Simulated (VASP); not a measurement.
Gd:

```xyz
1
Lattice="-2.0250 2.0250 2.0250 2.0250 -2.0250 2.0250 2.0250 2.0250 -2.0250" Properties=species:S:1:pos:R:3 pbc="T T T"
Gd    0.0000    0.0000    0.0000
```

This isn't the form of Gd at room conditions, which is hcp.

Base run:

| Property | Result |
| --- | --- |
| Program | VASP 6.6.1 |
| Functional | BLYP |
| Potentials or basis | VASP PAW PBE potentials, release 64 (Gd) |
| Cutoff | 520 eV |
| k mesh | 7 × 7 × 7 |
| Occupations | fermi-dirac, width 0.05 eV |
| Spin | collinear spin, ferromagnetic start |
| Starting moments | [7.0] μB |

Its results: net moment 7.46 μB per cell.

Q: The run is repeated on the same cell with these changes: functional from BLYP to SCAN. What comes out?

A: Net moment 8.39 μB per cell; site moments Gd +7.32 μB.
